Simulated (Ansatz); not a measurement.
# Pressure against volume: Lu

```xyz
2
Lattice="0.0000 3.6933 3.6933 3.6933 0.0000 3.6933 3.6933 3.6933 0.0000" Properties=species:S:1:pos:R:3 pbc="T T T"
Lu    0.0000    0.0000    0.0000
Lu    1.8466    1.8466    1.8466
```

The structure comes from a relaxation in the same program, started in the diamond type, and has space group Fd-3m. Whether it is a known phase or the ground state wasn't checked.

No spin–orbit coupling, which matters for the heavy atoms here.

Methods: DFT, PBE, all-electron LAPW, scalar-relativistic (Ansatz 0.2.0); DFT, PBE, PAW with Ansatz's default frozen-core files, scalar-relativistic (Ansatz 0.2.0).

For LAPW: a Γ-centred 11×11×11 k mesh, Fermi–Dirac smearing of 0.03 eV, basis error target 0.5 meV/atom, no spin polarisation. PAW takes a cutoff of 420 eV at this cell. The Ansatz runs share mesh, smearing and spin set-up. Plane-wave (PAW) pressures include the program's estimate of the Pulay term.

The cell above is scaled evenly, with fractional coordinates and shape held.

| V/V(cell) | V (Å³/atom) | P, LAPW (GPa) | P, PAW (GPa) | free energy over the lowest listed, PAW (meV/atom) |
| --- | --- | --- | --- | --- |
| 0.9500 | 47.859 | ? | ? | ? |
| 0.9750 | 49.118 | 0.33 | 0.33 | 1.3 |
| 1.0000 | 50.378 | 0.02 | 0.01 | 0.0 |
| 1.0250 | 51.637 | -0.28 | -0.28 | 1.1 |
| 1.0500 | 52.897 | -0.55 | -0.55 | 4.3 |

Problem. Fill in the row V/V(cell) = 0.9500.

Solution. P, LAPW (GPa) = 0.67, P, PAW (GPa) = 0.67, free energy over the lowest listed, PAW (meV/atom) = 5.2.

Problem. What do Birch–Murnaghan fits to the pressures give?

Solution. LAPW: V0 = 50.44 Å³/atom, B0 = 12 GPa, B0′ = 2.1; PAW: V0 = 50.43 Å³/atom, B0 = 12 GPa, B0′ = 2.1.

PAW's V0 lies -0.02 % from the all-electron value and its B0 0.0 %. Symmetry fixes shape and coordinates here, so this is the relaxed modulus.
